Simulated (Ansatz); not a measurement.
NbP:

```
Nb P
1.0
    -1.67492    1.67492    5.74011
     1.67492   -1.67492    5.74011
     1.67492    1.67492   -5.74011
Nb P
2 2
Direct
  0.24988 0.74988 0.50000
  0.49988 0.49988 0.00000
  0.83275 0.33275 0.50000
  0.08275 0.08275 0.00000
```

The cell is a database's computed one.

Base run:

```yaml
Program: Ansatz 0.2.0
Functional: PBEsol
Potentials_or_basis: all-electron LAPW, non-relativistic
Cutoff: 208 eV
Density_cutoff: 832 eV
Basis_error_allowed: 0.002 eV/atom
k_mesh: 11 × 11 × 11
Occupations: fermi-dirac, width 0.05 eV
Spin: no spin polarisation
```

Its results: pressure -5.0 GPa; largest force 0.037 eV/Å.

**Question.** After a change of settings the same cell gave: pressure -6.4 GPa; largest force 0.017 eV/Å. Which change was it?
A. potentials or basis from all-electron LAPW, non-relativistic to all-electron LAPW, scalar-relativistic; hubbard terms from none to Nb d U = 4 eV
B. functional from PBEsol to LDA; potentials or basis from all-electron LAPW, non-relativistic to all-electron LAPW, scalar-relativistic
C. potentials or basis from all-electron LAPW, non-relativistic to all-electron PAW datasets made for the crystal
D. functional from PBEsol to PBE; potentials or basis from all-electron LAPW, non-relativistic to all-electron LAPW, scalar-relativistic

**Answer.** C.

Caveats: relativity is left out, which matters for the heavier elements (some runs).

Not every run made on this cell is shown here.
